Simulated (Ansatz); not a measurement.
# TiAl: a stretch of c alone

Aim: apply a stretch of c alone to TiAl from -4.5 to +4.5 %, where the rest of the cell is held and the atoms relax, and follow energy, stress and any gap.

Program: Ansatz 0.2.0. Level of theory: DFT r2SCAN, scalar-relativistic, plane waves, PAW. These are calculated values, not measurements.

2 further runs of the same task are left out: 2 set aside as unsound or not needed.

### Step 1. Starting point

It takes space group P4/mmm (No. 123, tetragonal). The conventional cell has a = 2.810 Å, b = 2.810 Å, c = 4.066 Å, α = 90.00°, β = 90.00°, γ = 90.00°. Around Ti (site symmetry 4/mmm) lie 4 Ti at 2.81 Å and 8 Al at 2.84 Å. Al (site symmetry 4/mmm) has 4 Al at 2.81 Å and 8 Ti at 2.84 Å as nearest neighbours.

As a file:

```
Ti Al
1.0
     2.80984    0.00000    0.00000
     0.00000    2.80984    0.00000
     0.00000    0.00000    4.06577
Ti Al
1 1
Direct
  0.50000 0.50000 0.50000
  0.00000 0.00000 0.00000
```

It goes back to an entry of the Materials Project, which need not be the stable form.

It is the result of an earlier relaxation at this level (volume 16.05 Å³/atom; gap on the mesh: none (metal)).

The unstrained cell was computed beforehand with the same settings: E(σ→0) = -3045.6856 eV for 2 atoms, gap none (metal).

### Step 2. Strain -1.5 %

File input.yaml:

```yaml
crystal:
  lattice:
    - [2.8098424331, 0.0, 0.0]
    - [0.0, 2.8098424331, 0.0]
    - [0.0, 0.0, 4.0047807874]
  atoms:
    - { symbol: Ti, position: [0.5, 0.5, 0.5] }
    - { symbol: Al, position: [0.0, 0.0, 0.0] }
basis:
  ecutwfc: 500
kpoints:
  mp_grid: { grid: [18, 18, 14] }
hamiltonian:
  xc: r2scan
scf:
  occupations: { method: gaussian, width: 0.1 }
output:
  forces: true
  stress: true
  eigenvalues: true
  write_density: true
  write_potential: true
  elf: true
  volumetric_format: npy
```

Started as:

```
> ansatz run input.yaml --threads 1 --pin off --max-ram 2560MiB --backend cpu --events-out ev --progress --plain --runs-dir out
```

The program printed, cut to the lines that bear on the results:

```text
Warning: RAYON_NUM_THREADS=1 ignored (pool sized by the plan → 1); use --threads N
[...]
Pseudopotentials: kind: paw
Pseudopotential: Ti, paw, valence charge 12, recommended cutoff 500 eV (meta_gga), Ti.paw.azcp
Pseudopotential: Al, paw, valence charge 3, recommended cutoff 500 eV (meta_gga), Al.paw.azcp
Functional definition: r2SCAN
[...]
Crystal: 2 atoms, lattice volume = 31.619 Å³
Basis set: ecut = 500 eV, 807 PW (Γ), exchange–correlation on 96×96×120 points (64 copies of the dense FFT grid, shifted against one another)
Bands: 12, of which v1, the nominal top of the filled ones, is band 8 counted from 1 (7 counted from 0)
Symmetry: 16 space group operations
Space group: P4/mmm (ITA 123), of the structure as read, at distance tolerance 3.2e-5 Å
k-points: 440 of 4536
[...]
SCF iter   1: F=—  HF=-3045.652200 eV  |F-HF|=—  |Δ(HF+E_count)|=         —  Δρ=1.14e-2  dr2=3.36e-2  dr2_τ=1.96e-2  ethr=1.77e-3  ⟨swp⟩=4.9  Hψ=26900  notcnv=0
[...]
SCF iter   7: F=-3045.684863 eV  HF=-3045.684863 eV  |F-HF|=1.10e-10  |Δ(HF+E_count)|=   5.01e-8  Δρ=2.25e-6  dr2=1.17e-9  dr2_τ=5.68e-11  ethr=3.40e-10  ⟨swp⟩=4.8  Hψ=26369  notcnv=0
[...]
SCF converged after 7 iterations
Free energy (F): -3045.684863 eV
[...]
E sigma→0 (E₀):  -3045.680940 eV
Entropy (-TS):   -0.007847 eV (-3.923 meV/atom)
Fermi energy:    11.326783 eV
[...]
--- Forces (eV/Å), atoms counted from 1 ---
  atom   1  Ti     0.00000000    -0.00000000    -0.00000000
  atom   2  Al    -0.00000000     0.00000000     0.00000000
[...]
--- Stress (GPa, compression-positive) ---
        1.454822       0.000000       0.000000
        0.000000       1.454822       0.000000
        0.000000       0.000000       2.906007
  P = ⅓ Tr σ = 1.9386 GPa (19.386 kbar)
--- Band table (eV; the first three rows and the last of 440) ---
  k-point 0: bands = ["-47.6093", "-22.9694", "-22.4835", "-22.4835", "1.6111", "9.3353", "10.3294", "10.9804", "13.7213", "13.7213", "15.0692", "18.2051"]
[...]
```

It took 31 s on 1 thread of Arm Neoverse V1, shared host; peak memory 0.53 GiB.

Density in a lattice plane of the grid's cell (edges 2.81 and 4.00 Å, at 0.000 of the third edge), which holds Al.

Values in e/Å³, 12 rows by 8 columns:
```
0.07 0.10 0.20 0.23 0.23 0.23 0.20 0.10
0.17 0.20 0.24 0.23 0.22 0.23 0.24 0.20
0.25 0.25 0.23 0.22 0.21 0.22 0.23 0.25
0.22 0.21 0.21 0.21 0.22 0.21 0.21 0.21
0.18 0.18 0.19 0.21 0.23 0.21 0.19 0.18
0.17 0.17 0.18 0.21 0.24 0.21 0.18 0.17
0.18 0.18 0.19 0.21 0.23 0.21 0.19 0.18
0.22 0.21 0.21 0.21 0.22 0.21 0.21 0.21
0.25 0.25 0.23 0.22 0.21 0.22 0.23 0.25
0.17 0.20 0.24 0.23 0.22 0.23 0.24 0.20
0.07 0.10 0.20 0.23 0.23 0.23 0.20 0.10
0.06 0.07 0.17 0.23 0.23 0.23 0.17 0.07
```
Columns run along the first of these edges and rows up along the second, over one cell in 8 and 12 even steps from the bottom left corner. Atoms in the plane (fractional): Al at (0.00, 0.00).

ELF in the same plane.

Ten even steps from ' ' (0.02) to '@' (0.77):
```
..      ==##%%@@@@@@%%##==      
      ::++##%%@@@@@@%%##++::    
..::--++##%%%%%%%%%%%%%%##++--::
######%%%%%%%%%%%%%%%%%%%%%%####
@@@@@@@@%%%%%%%%%%%%%%%%%%@@@@@@
@@@@@@%%%%##############%%%%@@@@
@@@@%%%%##****++++++****##%%%%@@
%%%%##**++++++======++++++**##%%
####**++==================++**##
####**++====----------====++**##
####**++==================++**##
%%%%##**++++++======++++++**##%%
@@@@%%%%##****++++++****##%%%%@@
@@@@@@%%%%##############%%%%@@@@
@@@@@@@@%%%%%%%%%%%%%%%%%%@@@@@@
######%%%%%%%%%%%%%%%%%%%%%%####
..::--++##%%%%%%%%%%%%%%##++--::
      ::++##%%@@@@@@%%##++::    
..      ==##%%@@@@@@%%##==      
....    --**%%@@@@@@%%**--    ..
```
Columns run along the first of these edges and rows up along the second, over one cell in 16 and 20 even steps from the bottom left corner. Atoms in the plane (fractional): Al at (0.00, 0.00).

Both are smooth fields of the valence electrons: close to the nuclei they are not physical.

Outside the cores ELF peaks at 0.78 beside Al, off the lines to its neighbours, 1.1 Å from Al; 0.70 on the Al–Al line, 1.3 Å from Al.

The cell is held at each strain. Atoms start from the nearest strain of the same sign that is done. Symmetry fixes all atoms here, so a single point is enough.

### Step 3. Strain +1.5 %

Changes to input.yaml since step 2:

```diff
@@ -4,3 +4,3 @@
     - [0.0, 2.8098424331, 0.0]
-    - [0.0, 0.0, 4.0047807874]
+    - [0.0, 0.0, 4.1267538063]
   atoms:
@@ -20,5 +20 @@
   eigenvalues: true
-  write_density: true
-  write_potential: true
-  elf: true
-  volumetric_format: npy
```

Started as:

```
> ansatz run input.yaml --threads 1 --pin off --max-ram 2560MiB --backend cpu --events-out ev --progress --plain --runs-dir out
```

The program printed, cut to the lines that bear on the results:

```text
Warning: RAYON_NUM_THREADS=1 ignored (pool sized by the plan → 1); use --threads N
[...]
[... 4 set-up lines as earlier in the session ...]
[...]
Crystal: 2 atoms, lattice volume = 32.582 Å³
Basis set: ecut = 500 eV, 815 PW (Γ), exchange–correlation on 96×96×128 points (64 copies of the dense FFT grid, shifted against one another)
Bands: 12, of which v1, the nominal top of the filled ones, is band 8 counted from 1 (7 counted from 0)
[... 2 set-up lines as earlier in the session ...]
k-points: 440 of 4536
[...]
SCF iter   1: F=—  HF=-3045.654771 eV  |F-HF|=—  |Δ(HF+E_count)|=         —  Δρ=1.22e-2  dr2=4.06e-2  dr2_τ=1.85e-2  ethr=1.77e-3  ⟨swp⟩=4.9  Hψ=26827  notcnv=0
[...]
SCF iter   7: F=-3045.685327 eV  HF=-3045.685327 eV  |F-HF|=3.47e-10  |Δ(HF+E_count)|=   3.15e-8  Δρ=2.70e-6  dr2=1.74e-9  dr2_τ=4.60e-11  ethr=2.91e-10  ⟨swp⟩=2.0  Hψ=16054  notcnv=0
[...]
SCF converged after 7 iterations
Free energy (F): -3045.685327 eV
[...]
E sigma→0 (E₀):  -3045.681600 eV
Entropy (-TS):   -0.007453 eV (-3.726 meV/atom)
Fermi energy:    10.927828 eV
[...]
--- Forces (eV/Å), atoms counted from 1 ---
  atom   1  Ti    -0.00000000    -0.00000000     0.00000000
  atom   2  Al    -0.00000000     0.00000000     0.00000000
[...]
--- Stress (GPa, compression-positive) ---
       -1.154928       0.000000       0.000000
        0.000000      -1.154928       0.000000
        0.000000       0.000000      -2.723633
  P = ⅓ Tr σ = -1.6778 GPa (-16.778 kbar)
--- Band table (eV; the first three rows and the last of 440) ---
  k-point 0: bands = ["-48.0662", "-23.4245", "-22.9311", "-22.9311", "1.3299", "8.9165", "9.9734", "10.2162", "13.3178", "13.3178", "14.6560", "17.2339"]
[...]
```

Wall time 25 s (1 thread of Arm Neoverse V1, shared host); peak memory 0.55 GiB.

### Step 4. The cell strained by -3.0 %

Changes to input.yaml since step 3:

```diff
@@ -4,3 +4,3 @@
     - [0.0, 2.8098424331, 0.0]
-    - [0.0, 0.0, 4.1267538063]
+    - [0.0, 0.0, 3.943794278]
   atoms:
@@ -20 +20,5 @@
   eigenvalues: true
+  write_density: true
+  write_potential: true
+  elf: true
+  volumetric_format: npy
```

Started as:

```
> ansatz run input.yaml --threads 1 --pin off --max-ram 2560MiB --backend cpu --events-out ev --progress --plain --runs-dir out
```

The program printed, cut to the lines that bear on the results:

```text
Warning: RAYON_NUM_THREADS=1 ignored (pool sized by the plan → 1); use --threads N
[...]
[... 4 set-up lines as earlier in the session ...]
[...]
Crystal: 2 atoms, lattice volume = 31.137 Å³
Basis set: ecut = 500 eV, 791 PW (Γ), exchange–correlation on 96×96×120 points (64 copies of the dense FFT grid, shifted against one another)
Bands: 12, of which v1, the nominal top of the filled ones, is band 8 counted from 1 (7 counted from 0)
[... 1 set-up line as earlier in the session ...]
Space group: P4/mmm (ITA 123), of the structure as read, at distance tolerance 3.1e-5 Å
k-points: 440 of 4536
[...]
SCF iter   1: F=—  HF=-3045.638089 eV  |F-HF|=—  |Δ(HF+E_count)|=         —  Δρ=1.09e-2  dr2=3.06e-2  dr2_τ=2.03e-2  ethr=1.77e-3  ⟨swp⟩=4.9  Hψ=26833  notcnv=0
[...]
SCF iter   7: F=-3045.671834 eV  HF=-3045.671834 eV  |F-HF|=1.35e-10  |Δ(HF+E_count)|=   6.11e-8  Δρ=2.05e-6  dr2=7.91e-10  dr2_τ=7.55e-11  ethr=3.89e-10  ⟨swp⟩=4.8  Hψ=26439  notcnv=0
[...]
SCF converged after 7 iterations
Free energy (F): -3045.671834 eV
[...]
E sigma→0 (E₀):  -3045.667764 eV
Entropy (-TS):   -0.008139 eV (-4.070 meV/atom)
Fermi energy:    11.536816 eV
[...]
--- Forces (eV/Å), atoms counted from 1 ---
  atom   1  Ti     0.00000000    -0.00000000    -0.00000000
  atom   2  Al    -0.00000000     0.00000000     0.00000000
[...]
--- Stress (GPa, compression-positive) ---
        3.025511       0.000000       0.000000
        0.000000       3.025511       0.000000
        0.000000       0.000000       5.768914
  P = ⅓ Tr σ = 3.9400 GPa (39.400 kbar)
--- Band table (eV; the first three rows and the last of 440) ---
  k-point 0: bands = ["-47.3686", "-22.7291", "-22.2481", "-22.2481", "1.7590", "9.5495", "10.5120", "11.3901", "13.9354", "13.9354", "15.2846", "18.7101"]
[...]
```

Wall time 31 s (1 thread of Arm Neoverse V1, shared host); peak memory 0.52 GiB.

Density in a lattice plane of the grid's cell (edges 2.81 and 3.94 Å, at 0.000 of the third edge), which holds Al.

Values in e/Å³, 12 rows by 8 columns:
```
0.07 0.10 0.20 0.24 0.23 0.24 0.20 0.10
0.17 0.20 0.24 0.23 0.23 0.23 0.24 0.20
0.25 0.25 0.24 0.22 0.22 0.22 0.24 0.25
0.22 0.22 0.21 0.22 0.22 0.22 0.21 0.22
0.19 0.19 0.19 0.21 0.23 0.21 0.19 0.19
0.17 0.17 0.18 0.22 0.24 0.22 0.18 0.17
0.19 0.19 0.19 0.21 0.23 0.21 0.19 0.19
0.22 0.22 0.21 0.22 0.22 0.22 0.21 0.22
0.25 0.25 0.24 0.22 0.22 0.22 0.24 0.25
0.17 0.20 0.24 0.23 0.23 0.23 0.24 0.20
0.07 0.10 0.20 0.24 0.23 0.24 0.20 0.10
0.06 0.07 0.17 0.24 0.24 0.24 0.17 0.07
```
Columns run along the first of these edges and rows up along the second, over one cell in 8 and 12 even steps from the bottom left corner. Atoms in the plane (fractional): Al at (0.00, 0.00).

ELF in the same plane.

Ten even steps from ' ' (0.00) to '@' (0.77):
```
....    ::++%%%%@@@@@@%%%%++::    ..
      ..==**%%%%@@@@@@%%%%**==..    
..::--++##%%%%%%%%%%%%%%%%%%##++--::
######%%%%%%%%%%%%%%%%%%%%%%%%%%####
@@@@@@@@@@%%%%%%%%%%%%%%%%%%@@@@@@@@
@@@@@@@@%%%%##############%%%%@@@@@@
@@@@%%%%##********++********##%%%%@@
%%%%%%##**++++++======++++++**##%%%%
######**++==================++**####
####**++====--------------====++**##
######**++==================++**####
%%%%%%##**++++++======++++++**##%%%%
@@@@%%%%##********++********##%%%%@@
@@@@@@@@%%%%##############%%%%@@@@@@
@@@@@@@@@@%%%%%%%%%%%%%%%%%%@@@@@@@@
######%%%%%%%%%%%%%%%%%%%%%%%%%%####
..::--++##%%%%%%%%%%%%%%%%%%##++--::
      ..==**%%%%@@@@@@%%%%**==..    
....    ::++%%%%@@@@@@%%%%++::    ..
....    ..++##%%@@@@@@%%##++..    ..
```
Columns run along the first of these edges and rows up along the second, over one cell in 18 and 20 even steps from the bottom left corner. Atoms in the plane (fractional): Al at (0.00, 0.00).

Both are smooth fields of the valence electrons: close to the nuclei they are not physical.

The highest ELF values outside the cores: 0.77 beside Al, off the lines to its neighbours, 1.2 Å from Al; 0.71 on the Al–Al line, 1.3 Å from Al.

### Step 5. At +3.0 %

Changes to input.yaml since step 4:

```diff
@@ -4,3 +4,3 @@
     - [0.0, 2.8098424331, 0.0]
-    - [0.0, 0.0, 3.943794278]
+    - [0.0, 0.0, 4.1877403158]
   atoms:
@@ -20,5 +20 @@
   eigenvalues: true
-  write_density: true
-  write_potential: true
-  elf: true
-  volumetric_format: npy
```

Started as:

```
> ansatz run input.yaml --threads 1 --pin off --max-ram 2560MiB --backend cpu --events-out ev --progress --plain --runs-dir out
```

The program printed, cut to the lines that bear on the results:

```text
Warning: RAYON_NUM_THREADS=1 ignored (pool sized by the plan → 1); use --threads N
[...]
[... 4 set-up lines as earlier in the session ...]
[...]
Crystal: 2 atoms, lattice volume = 33.063 Å³
Basis set: ecut = 500 eV, 839 PW (Γ), exchange–correlation on 96×96×128 points (64 copies of the dense FFT grid, shifted against one another)
Bands: 12, of which v1, the nominal top of the filled ones, is band 8 counted from 1 (7 counted from 0)
[... 2 set-up lines as earlier in the session ...]
k-points: 440 of 4536
[...]
SCF iter   1: F=—  HF=-3045.643834 eV  |F-HF|=—  |Δ(HF+E_count)|=         —  Δρ=1.26e-2  dr2=4.51e-2  dr2_τ=1.80e-2  ethr=1.77e-3  ⟨swp⟩=4.9  Hψ=26843  notcnv=0
[...]
SCF iter   7: F=-3045.673236 eV  HF=-3045.673236 eV  |F-HF|=4.00e-10  |Δ(HF+E_count)|=   3.29e-8  Δρ=2.72e-6  dr2=1.77e-9  dr2_τ=5.11e-11  ethr=3.68e-10  ⟨swp⟩=2.1  Hψ=17833  notcnv=0
[...]
SCF converged after 7 iterations
Free energy (F): -3045.673236 eV
[...]
E sigma→0 (E₀):  -3045.669437 eV
Entropy (-TS):   -0.007598 eV (-3.799 meV/atom)
Fermi energy:    10.736455 eV
[...]
--- Forces (eV/Å), atoms counted from 1 ---
  atom   1  Ti     0.00000000     0.00000000     0.00000000
  atom   2  Al    -0.00000000     0.00000000     0.00000000
[...]
--- Stress (GPa, compression-positive) ---
       -2.297725       0.000000       0.000000
        0.000000      -2.297725       0.000000
        0.000000       0.000000      -5.285624
  P = ⅓ Tr σ = -3.2937 GPa (-32.937 kbar)
--- Band table (eV; the first three rows and the last of 440) ---
  k-point 0: bands = ["-48.2839", "-23.6400", "-23.1454", "-23.1454", "1.1961", "8.7112", "9.7992", "9.8599", "13.1271", "13.1271", "14.4560", "16.7678"]
[...]
```

Wall time 25 s (1 thread of Arm Neoverse V1, shared host); peak memory 0.55 GiB.

### Step 6. At -4.5 %

Changes to input.yaml since step 5:

```diff
@@ -4,3 +4,3 @@
     - [0.0, 2.8098424331, 0.0]
-    - [0.0, 0.0, 4.1877403158]
+    - [0.0, 0.0, 3.8828077685]
   atoms:
```

Started as:

```
> ansatz run input.yaml --threads 1 --pin off --max-ram 2560MiB --backend cpu --events-out ev --progress --plain --runs-dir out
```

The program printed, cut to the lines that bear on the results:

```text
Warning: RAYON_NUM_THREADS=1 ignored (pool sized by the plan → 1); use --threads N
[...]
[... 4 set-up lines as earlier in the session ...]
[...]
Crystal: 2 atoms, lattice volume = 30.656 Å³
Basis set: ecut = 500 eV, 775 PW (Γ), exchange–correlation on 96×96×120 points (64 copies of the dense FFT grid, shifted against one another)
Bands: 12, of which v1, the nominal top of the filled ones, is band 8 counted from 1 (7 counted from 0)
[... 2 set-up lines as earlier in the session ...]
k-points: 440 of 4536
[...]
SCF iter   1: F=—  HF=-3045.615344 eV  |F-HF|=—  |Δ(HF+E_count)|=         —  Δρ=1.05e-2  dr2=2.72e-2  dr2_τ=2.10e-2  ethr=1.77e-3  ⟨swp⟩=4.9  Hψ=26768  notcnv=0
[...]
SCF iter   7: F=-3045.650382 eV  HF=-3045.650382 eV  |F-HF|=2.15e-10  |Δ(HF+E_count)|=   6.51e-8  Δρ=1.89e-6  dr2=4.72e-10  dr2_τ=7.45e-11  ethr=3.92e-10  ⟨swp⟩=2.0  Hψ=18895  notcnv=0
[...]
SCF converged after 7 iterations
Free energy (F): -3045.650382 eV
[...]
E sigma→0 (E₀):  -3045.646285 eV
Entropy (-TS):   -0.008195 eV (-4.098 meV/atom)
Fermi energy:    11.756749 eV
[...]
--- Forces (eV/Å), atoms counted from 1 ---
  atom   1  Ti     0.00000000     0.00000000     0.00000000
  atom   2  Al    -0.00000000     0.00000000     0.00000000
[...]
--- Stress (GPa, compression-positive) ---
        4.829503       0.000000       0.000000
        0.000000       4.829503       0.000000
        0.000000       0.000000       8.481707
  P = ⅓ Tr σ = 6.0469 GPa (60.469 kbar)
--- Band table (eV; the first three rows and the last of 440) ---
  k-point 0: bands = ["-47.1158", "-22.4767", "-22.0013", "-22.0013", "1.9115", "9.7678", "10.6992", "11.8191", "14.1612", "14.1612", "15.5091", "19.2286"]
[...]
```

Run time: 25 s. Hardware: 1 thread of Arm Neoverse V1, shared host; peak memory 0.53 GiB.

### Step 7. The cell strained by +4.5 %

Changes to input.yaml since step 6:

```diff
@@ -4,3 +4,3 @@
     - [0.0, 2.8098424331, 0.0]
-    - [0.0, 0.0, 3.8828077685]
+    - [0.0, 0.0, 4.2487268252]
   atoms:
```

Started as:

```
> ansatz run input.yaml --threads 1 --pin off --max-ram 2560MiB --backend cpu --events-out ev --progress --plain --runs-dir out
```

The program printed, cut to the lines that bear on the results:

```text
Warning: RAYON_NUM_THREADS=1 ignored (pool sized by the plan → 1); use --threads N
[...]
[... 4 set-up lines as earlier in the session ...]
[...]
Crystal: 2 atoms, lattice volume = 33.545 Å³
Basis set: ecut = 500 eV, 839 PW (Γ), exchange–correlation on 96×96×128 points (64 copies of the dense FFT grid, shifted against one another)
Bands: 12, of which v1, the nominal top of the filled ones, is band 8 counted from 1 (7 counted from 0)
[... 2 set-up lines as earlier in the session ...]
k-points: 440 of 4536
[...]
SCF iter   1: F=—  HF=-3045.625525 eV  |F-HF|=—  |Δ(HF+E_count)|=         —  Δρ=1.30e-2  dr2=5.01e-2  dr2_τ=1.76e-2  ethr=1.77e-3  ⟨swp⟩=4.9  Hψ=26826  notcnv=0
[...]
SCF iter   7: F=-3045.653670 eV  HF=-3045.653670 eV  |F-HF|=4.66e-10  |Δ(HF+E_count)|=   3.96e-8  Δρ=2.78e-6  dr2=1.80e-9  dr2_τ=5.88e-11  ethr=5.21e-10  ⟨swp⟩=2.2  Hψ=17676  notcnv=0
[...]
SCF converged after 7 iterations
Free energy (F): -3045.653670 eV
[...]
E sigma→0 (E₀):  -3045.649909 eV
Entropy (-TS):   -0.007522 eV (-3.761 meV/atom)
Fermi energy:    10.555532 eV
[...]
--- Forces (eV/Å), atoms counted from 1 ---
  atom   1  Ti     0.00000000    -0.00000000     0.00000000
  atom   2  Al    -0.00000000     0.00000000     0.00000000
[...]
--- Stress (GPa, compression-positive) ---
       -3.317726       0.000000       0.000000
        0.000000      -3.317726       0.000000
        0.000000       0.000000      -7.729967
  P = ⅓ Tr σ = -4.7885 GPa (-47.885 kbar)
--- Band table (eV; the first three rows and the last of 440) ---
  k-point 0: bands = ["-48.4938", "-23.8482", "-23.3519", "-23.3519", "1.0659", "8.5090", "9.5194", "9.6288", "12.9435", "12.9435", "14.2626", "16.3152"]
[...]
```

Run time: 26 s. Hardware: 1 thread of Arm Neoverse V1, shared host; peak memory 0.56 GiB.

### Step 8. The series

Lengths are those of the vectors of the cell that was run; stresses in GPa:

```csv
strain (%),ΔE (meV/atom),a (Å),b (Å),c (Å),σxx,σyy,σzz
-4.5,19.7,2.810,2.810,3.883,4.83,4.83,8.48
-3.0,8.9,2.810,2.810,3.944,3.03,3.03,5.77
-1.5,2.3,2.810,2.810,4.005,1.45,1.45,2.91
+0.0,0.0,2.810,2.810,4.066,0.06,0.06,0.07
+1.5,2.0,2.810,2.810,4.127,-1.15,-1.15,-2.72
+3.0,8.1,2.810,2.810,4.188,-2.30,-2.30,-5.29
+4.5,17.9,2.810,2.810,4.249,-3.32,-3.32,-7.73
```

ΔE is over the unstrained cell. Stress in GPa, positive in compression, on the Cartesian axes of the input. 

### Step 9. Summary of results

| quantity | value |
| --- | --- |
| largest energy cost | 19.7 meV/atom at -4.5 % |
| (1/V) d²E/dε² at zero strain, cubic fit | 184 GPa |

**Reading.** The curvature of the energy, 184 GPa, is the elastic constant along c at held a and b. Compression by 4.5 % costs 19.7 meV/atom and stretching 17.9.
